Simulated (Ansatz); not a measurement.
Crystal: MnS.

```
CELL_PARAMETERS angstrom
-1.83000 -1.05655 5.94184
1.83000 -1.05655 5.94184
0.00000 2.11310 5.94184
ATOMIC_POSITIONS crystal
Mn 0.00000 0.00000 0.00000
Mn 0.50000 0.50000 0.50000
S 0.25000 0.25000 0.25000
S 0.75000 0.75000 0.75000
```

The cell is a database's computed one.

The cell isn't the ideal one: another cell of the same crystal, with 4 atoms.

Base run:

```yaml
Program: Ansatz 0.2.0
Functional: PBEsol
Potentials_or_basis: Ansatz PAW
Cutoff: 420 eV
Density_cutoff: 1680 eV
k_mesh: 9 × 9 × 9
Occupations: fermi-dirac, width 0.05 eV
Spin: collinear spin, antiferromagnetic start
Starting_moments: "[4.0, -4.0, 0.0, 0.0] μB"
```

Its results: band gap on the k mesh 0.72 eV; pressure -5.8 GPa; net moment 0.00 μB per cell; site moments Mn +4.10, -4.10; S -0.00 μB.

**Question.** The run is repeated on the same cell with these changes: hubbard terms from none to Mn d U = 5 eV; hubbard projectors from none to ortho-atomic (the default). What comes out?

**Answer.** Band gap on the k mesh 2.35 eV; pressure 3.0 GPa; net moment 0.00 μB per cell; site moments Mn +4.42, -4.42; S -0.00 μB.

The U term pushes filled and empty states of the shell apart.

Caveats: odd divisions of the mesh miss points on the zone boundary, where band edges often lie, so the gap on the mesh can be too wide; the PAW data sets come from PBE, with cores solved anew for the run's functional, which leaves a small shift of forces and pressure; the magnetic or orbital state may not be the lowest (some runs).

A k mesh can miss the band edges.

Not every run made on this cell is shown here.
